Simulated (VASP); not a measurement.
Input of a VASP 6.6.1 run:

Contents of POSCAR:

```
CuCl                                    
1.0
    0.0000000000      2.6497729771      2.6497729771
    2.6497729771      0.0000000000      2.6497729771
    2.6497729771      2.6497729771      0.0000000000
  Cu              Cl            
     1     1
Direct
     0.0000000000000000    0.0000000000000000    0.0000000000000000
     0.2500000000000000    0.2500000000000000    0.2500000000000000
```

File INCAR.step1:

```
SYSTEM = CuCl
  PREC = Accurate
  ENCUT = 520
  EDIFF = 1E-5
  ISMEAR = 0
  SIGMA = 0.03
  LREAL = .FALSE.
  LASPH = .TRUE.
  NELM = 80
  ALGO = Normal
  ISIF = 2
  LWAVE = .TRUE.
  LCHARG = .FALSE.
  LMAXMIX = 4
  NBANDS = 16
  KPAR = 8
  GGA = PE
```

INCAR.step2

```
SYSTEM = CuCl
  PREC = Accurate
  ENCUT = 520
  EDIFF = 1E-7
  ISMEAR = 0
  SIGMA = 0.03
  LREAL = .FALSE.
  LASPH = .TRUE.
  NELM = 80
  ALGO = Normal
  ISIF = 2
  LWAVE = .FALSE.
  LCHARG = .FALSE.
  LMAXMIX = 4
  GGA = PE
  LHFCALC = .TRUE.
  HFSCREEN = 0.2
  PRECFOCK = Fast
  NBANDS = 16
  KPAR = 8
  ISTART = 1
```

File KPOINTS:

```
Automatic mesh
0
G
  8 8 8
  0 0 0
```

The input KPOINTS_OPT:

```
explicit points
6
Reciprocal
 0.0000000000  0.0000000000  0.0000000000 1
 0.3750000000  0.3750000000  0.7500000000 1
 0.5000000000  0.5000000000  0.5000000000 1
 0.6250000000  0.2500000000  0.6250000000 1
 0.5000000000  0.2500000000  0.7500000000 1
 0.5000000000  0.0000000000  0.5000000000 1
```

Potentials or basis: VASP PAW PBE potentials, release 64 (Cu, Cl).

Run with:

```sh
$ cat potpaw_PBE.64/Cu/POTCAR potpaw_PBE.64/Cl/POTCAR > POTCAR
$ cp INCAR.step1 INCAR
$ mpirun -np 8 vasp_std > vasp.out
$ cp INCAR.step2 INCAR
$ mpirun -np 8 vasp_std > vasp.out
```

Q: Estimate the band gap on the k mesh.

A: 2.44 eV, direct.

Q: Predict the pressure.

A: 4.4 GPa.

Q: What does it give for the band gap along the path?

A: 2.44 eV, direct.

Caveat: the PAW data sets were made with another functional, which shifts forces and pressure a little.

**What was measured.**

From a printed reference work, data compilation, for a bulk crystal of CuCl at 4.2 K: band gap 3.399 eV (direct).

Against the measured gap of CuCl, 3.399 eV (direct; 4.2 K; a printed reference work, data compilation), the calculated 2.44 eV is off by -0.96 eV. The value is that of HSE06, without temperature or zero-point motion.
